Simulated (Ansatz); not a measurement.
# Structure relaxation of Cs

The calculation used Ansatz, DFT PBEsol, scalar-relativistic, plane waves, PAW. Cutoff 420 eV, Γ-centred k mesh, Gaussian smearing, no spin polarisation in the final step.

Cs was placed on the trigonal selenium structure type (P3_121, No. 152), at a guessed volume.

```yaml
crystal:
  lattice:
    - [7.26478, 0.00000, 0.00000]
    - [-3.63239, 6.29148, 0.00000]
    - [0.00000, 0.00000, 8.24214]
  atoms:
    - { symbol: Cs, position: [0.22540, 0.00000, 0.33333] }
    - { symbol: Cs, position: [0.00000, 0.22540, 0.66667] }
    - { symbol: Cs, position: [0.77460, 0.77460, 0.00000] }
```

Steps on the 3×3×2 mesh (3 atoms). 7 of 7 steps are shown, and the free energy counts from the last. Trial steps that were taken back and renewals of the plane-wave basis can be among the rows.

| step | ΔF (meV/atom) | V (Å³/atom) | P (GPa) | largest force component (eV/Å) |
| --- | --- | --- | --- | --- |
| 1 | 200.0 | 125.57 | 0.16 | 0.576 |
| 2 | 125.2 | 117.08 | 0.15 | 0.455 |
| 3 | 57.8 | 112.30 | 0.13 | 0.289 |
| 4 | 18.7 | 112.07 | 0.08 | 0.142 |
| 5 | 1.5 | 113.75 | 0.03 | 0.020 |
| 6 | 0.0 | 115.66 | 0.00 | 0.008 |
| 7 | 0.0 | 115.66 | 0.00 | 0.008 |

Steps on the 12×12×12 mesh (1 atom). 12 of 15 steps are shown, and the free energy counts from the last.

```csv
step,ΔF (meV/atom),V (Å³/atom),P (GPa)
1,91.6,115.66,0.04
2,91.0,115.83,0.04
4,78.0,118.13,-0.02
5,65.6,115.70,-0.01
6,50.8,112.94,0.01
7,34.9,109.89,0.03
9,7.8,103.50,0.10
10,5.3,100.68,0.16
11,3.8,102.76,0.11
12,2.9,104.64,0.06
14,2.1,107.34,0.00
15,0.0,107.34,0.03
```

The cell was then made exact in the group found at 0.06 Å. A final relaxation ran on a 15×15×15 mesh. The relaxed crystal, R-3m (No. 166):

```cif
data_structure
_symmetry_space_group_name_H-M 'R-3m:H'
_symmetry_Int_Tables_number 166
_cell_length_a 8.4162
_cell_length_b 8.4162
_cell_length_c 5.2496
_cell_angle_alpha 90.000
_cell_angle_beta 90.000
_cell_angle_gamma 120.000
_cell_volume 322.02
loop_
_atom_site_label
_atom_site_type_symbol
_atom_site_symmetry_multiplicity
_atom_site_Wyckoff_symbol
_atom_site_fract_x
_atom_site_fract_y
_atom_site_fract_z
_atom_site_occupancy
Cs1 Cs 3 b 0.00000 0.00000 0.50000 1
```

For Cs, the volume per atom is 107.34 Å³ and the density is 2.06 g/cm³. The gap on the 15×15×15 mesh is 0 eV (a metal).

The final run used a 15×15×15 mesh on its 1-atom cell and 0.10 eV smearing.

Symmetry constrained the relaxation, so the result can be a saddle point.